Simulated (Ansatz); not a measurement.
The system is InAs.

```
In As
1.0
     0.00000    3.01800    3.01800
     3.01800    0.00000    3.01800
     3.01800    3.01800    0.00000
In As
1 1
Cartesian
  0.0000 0.0000 0.0000
  4.5270 4.5270 4.5270
```

```yaml
Program: Ansatz 0.2.0
Task: relaxation of cell and atoms
Functional: revPBE
Dispersion: D3(BJ)
Potentials_or_basis: Ansatz PAW
Cutoff: "420 eV (not typed: the program's choice for these potentials)"
k_mesh: 8 × 8 × 8
Occupations: fermi-dirac, width 0.05 eV
Spin: no spin polarisation
```

At the start: volume 27.49 Å³/atom.

Problem. How do energy, volume and symmetry change on relaxing?

Solution. It ends after 4 steps and the volume is 28.23 Å³/atom (+2.7 %); space group F-43m (No. 216, to 0.05 Å).

The path:
```tsv
step	energy change (eV)	largest force (eV/Å)	volume (Å³)
1	0.0000	0.0000	54.98
2	-0.0057	0.0000	56.90
3	-0.0064	0.0000	56.45
4	-0.0068	0.0000	56.45
```

Final structure:
```
In As
1.0
     0.00000    3.04479    3.04479
     3.04479    0.00000    3.04479
     3.04479    3.04479    0.00000
In As
1 1
Direct
  0.00000 0.00000 0.00000
  0.75000 0.75000 0.75000
```

Caveat: the plane-wave basis is chosen anew once the cell has moved, so the energies of steps on either side of that aren't comparable; the PAW data sets come from PBE, with cores solved anew for the run's functional, which leaves a small shift of forces and pressure.
